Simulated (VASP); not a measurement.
# Ag: single point with PBE

Slab: Ag, a slab with vacuum.

```
Ag
1.0
     2.93251    0.00000    0.00000
     0.00000    2.93251    0.00000
     0.00000    0.00000   21.06486
Ag
3
Direct
  0.50000 0.50000 0.18989
  0.00000 0.00000 0.28638
  0.50000 0.50000 0.38286
```

The slab is cut from a database's or a generator's crystal, which needn't be the stable form of the element.

The cell isn't the ideal one: the clean substrate in the cell of the map.

| Quantity | Value |
| --- | --- |
| Program | VASP 6.6.1 |
| Task | single point |
| Functional | PBE |
| Potentials or basis | VASP PAW PBE potentials, release 64 (Ag) |
| Cutoff | 520 eV |
| k mesh | 9 × 9 × 1 |
| Occupations | gaussian, width 0.1 eV |
| Spin | no spin polarisation |
| Dipole correction | yes |
| Further INCAR settings | ALGO = Normal; EDIFF = 1e-06; NBANDS = 24 |

```yaml
Largest_force: 0.016 eV/Å
Band_gap_on_the_k_mesh: none (metal or under the smearing width)
Work_function_of_the_upper_face: 4.34 eV
Work_function_of_the_lower_face: 4.32 eV
```

Forces on the atoms (eV/Å):
```
Ag   0.000  0.000 -0.016
Ag   0.000  0.000  0.000
Ag   0.000  0.000  0.016
```

Levels at points of the mesh, in eV from the Fermi level:
```csv
k point,band 13,band 14,band 15,band 16,band 17,band 18,band 19,band 20,band 21,band 22
"(0.00, 0.00, 0.00)",-3.33,-3.08,-2.90,-2.87,-2.87,-0.57,1.49,4.04,4.52,5.06
```

It took 37 s on 1 thread of Intel(R) Xeon(R) 6975P-C (Granite Rapids), with other jobs on the host, peak memory 0.29 GiB.
